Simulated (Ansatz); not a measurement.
# PbO: how the settings move a single-point run

How sensitive is a single-point run of PbO to its settings? A reference run comes first, then six runs with altered input. The cell is built on a prototype (CsCl type) and needn't be the phase found in nature.

Computed with Ansatz 0.2.0 (reference: DFT, HSE06, plane waves, PAW, unless a step's input says otherwise).

4 further runs of the same task are left out: 4 that didn't finish.

### Step 1. The system as given

The structure is cubic, space group Pm-3m (No. 221). Conventional cell: a = 3.179 Å, b = 3.179 Å, c = 3.179 Å, α = 90.00°, β = 90.00°, γ = 90.00°. Pb (site symmetry m-3m) has 8 O at 2.75 Å as nearest neighbours. O (site symmetry m-3m) is surrounded by 8 Pb at 2.75 Å.

Coordinates:

```cif
data_structure
_symmetry_space_group_name_H-M 'Pm-3m'
_symmetry_Int_Tables_number 221
_cell_length_a 3.1794
_cell_length_b 3.1794
_cell_length_c 3.1794
_cell_angle_alpha 90.000
_cell_angle_beta 90.000
_cell_angle_gamma 90.000
_cell_volume 32.14
loop_
_atom_site_label
_atom_site_type_symbol
_atom_site_symmetry_multiplicity
_atom_site_Wyckoff_symbol
_atom_site_fract_x
_atom_site_fract_y
_atom_site_fract_z
_atom_site_occupancy
Pb1 Pb 1 a 0.00000 0.00000 0.00000 1
O1 O 1 b 0.50000 0.50000 0.50000 1
```

### Step 2. Baseline

File input.yaml:

```yaml
crystal:
  lattice:
    - [3.1793716484, 0.0, 0.0]
    - [0.0, 3.1793716484, 0.0]
    - [0.0, 0.0, 3.1793716484]
  atoms:
    - { symbol: Pb, position: [0.0, 0.0, 0.0] }
    - { symbol: O, position: [0.5, 0.5, 0.5] }
kpoints:
  mp_grid: { grid: [4, 4, 4] }
hamiltonian:
  xc: hse06
scf:
  occupations: { method: fixed }
  n_extra_bands: 4
output:
  forces: true
  stress: true
  eigenvalues: true
```

The run is started by

```
ansatz run input.yaml --threads 4 --pin off --max-ram 3686MiB --backend cpu --events-out ev --progress --plain --runs-dir out
```

### Step 3. Changed: exchange pbe, correlation pbe, coeff 1.0

input.yaml: that of step 2 with these lines changed.

```diff
@@ -11,3 +11,3 @@
 hamiltonian:
-  xc: hse06
+  xc: { exchange: pbe, correlation: pbe, exx: { coeff: 1.0 } }
 scf:
```

### Step 4. Variant: singularity none

input.yaml: that of step 2 with these lines changed.

```diff
@@ -15,2 +15,3 @@
   n_extra_bands: 4
+  exx: { singularity: none }
 output:
```

### Step 5. Changing settings: exchange pbe, correlation pbe, coeff 0.2, omega 0.1

input.yaml: that of step 2 with these lines changed.

```diff
@@ -11,3 +11,3 @@
 hamiltonian:
-  xc: hse06
+  xc: { exchange: pbe, correlation: pbe, exx: { coeff: 0.2, omega: 0.1 } }
 scf:
```

### Step 6. Changing settings: exchange pbe, correlation pbe, coeff 0.1, omega 0.5

input.yaml: that of step 2 with these lines changed.

```diff
@@ -11,3 +11,3 @@
 hamiltonian:
-  xc: hse06
+  xc: { exchange: pbe, correlation: pbe, exx: { coeff: 0.1, omega: 0.5 } }
 scf:
```

### Step 7. Variant: occupations.method methfessel_paxton, occupations.width 0.05

input.yaml: that of step 2 with these lines changed.

```diff
@@ -13,3 +13,3 @@
 scf:
-  occupations: { method: fixed }
+  occupations: { method: methfessel_paxton, width: 0.05 }
   n_extra_bands: 4
```

### Step 8. Changed: preconditioner none

input.yaml: that of step 2 with these lines changed.

```diff
@@ -15,2 +15,3 @@
   n_extra_bands: 4
+  mixing: { preconditioner: none }
 output:
```

What does the calculation give? Wanted: for each run, ending; energy change; pressure; gap; force.

As calculated:

| run | ending | energy change | pressure (GPa) | gap (eV) | force (eV/Å) | cycles | time |
| --- | --- | --- | --- | --- | --- | --- | --- |
| reference | converged | 0 | -1.2 | 0.38 | 0.00 | 14 | 4.4 s |
| 1: exchange pbe, correlation pbe, coeff 1.0 | converged | not comparable | -10.1 | 4.90 | 0.00 | 41 | 9.5 s |
| 2: singularity none | converged | - | -1.3 | 0.39 | 0.00 | 14 | 4.4 s |
| 3: exchange pbe, correlation pbe, coeff 0.2, omega 0.1 | converged | not comparable | -0.6 | 0.56 | 0.00 | 13 | 4.4 s |
| 4: exchange pbe, correlation pbe, coeff 0.1, omega 0.5 | converged | not comparable | 1.7 | 0.65 | 0.00 | 13 | 4.2 s |
| 5: occupations.method methfessel_paxton, occupations.width 0.05 | converged | 0.0 meV/atom (σ→0) | -1.2 | 0.38 | 0.00 | 14 | 4.5 s |
| 6: preconditioner none | converged | 0.0 meV/atom | -1.2 | 0.38 | 0.00 | 14 | 4.4 s |

Residual by cycle in the longest SCF loop of each run; runs are numbered as in the table. The quantity is the density residual dr2, in eV.

| cycle | reference | run 1 | run 2 | run 3 | run 4 | run 5 | run 6 |
| --- | --- | --- | --- | --- | --- | --- | --- |
| 1 | 0.052 | 0.0521 | 0.0521 | 0.0347 | 0.00684 | 0.0496 | 0.052 |
| 2 | 0.0281 | 0.00682 | 0.028 | 0.0189 | 0.00461 | 0.0264 | 0.0281 |
| 3 | 0.00375 | 0.00114 | 0.00377 | 0.00255 | 5.0e-4 | 0.00398 | 0.00375 |
| 4 | 0.00148 | 0.00109 | 0.00151 | 0.00108 | 7.1e-5 | 0.00186 | 0.00148 |
| 5 | 6.4e-5 | 5.3e-4 | 6.8e-5 | 4.8e-5 | 5.7e-6 | 9.0e-5 | 6.4e-5 |
| 6 | 1.3e-5 | 6.9e-5 | 1.3e-5 | 5.2e-6 | 5.1e-7 | 9.2e-6 | 1.3e-5 |
| 7 | 6.8e-7 | 2.1e-5 | 7.2e-7 | - | 1.2e-6 | 7.8e-7 | 6.8e-7 |
| 8 | - | 7.2e-8 | - | - | 1.7e-8 | - | - |

Of the converged runs whose energies compare with the reference's, none moves it noticeably. Of the variants the dearest is «exchange pbe, correlation pbe, coeff 1.0» (9.5 s), the cheapest «exchange pbe, correlation pbe, coeff 0.1, omega 0.5» (4.2 s), on a shared host. The gap of the reference lacks spin-orbit coupling, though the cell holds Pb.
